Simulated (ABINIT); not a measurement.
Crystal: Ir.

```
Ir
1.0
     0.00000    1.91560    1.91560
     1.91560    0.00000    1.91560
     1.91560    1.91560    0.00000
Ir
1
Direct
  0.00000 0.00000 0.00000
```

Base run:

```yaml
Program: ABINIT 10.8.3 (patched build)
Functional: PBE
Potentials_or_basis: PseudoDojo NC SR PBE v0.4.1 standard
Cutoff: 816 eV
k_mesh: 12 × 12 × 12, with 4 shifts
Occupations: fermi-dirac, width 0.1 eV
Spin: no spin polarisation
```

Its results: pressure 10.2 GPa.

The run is repeated on the same cell with these changes: k mesh from 12 × 12 × 12, with 4 shifts to 9 × 9 × 9; occupations from fermi-dirac, width 0.1 eV to fermi-dirac, width 0.05 eV. What comes out?

Pressure 9.4 GPa.
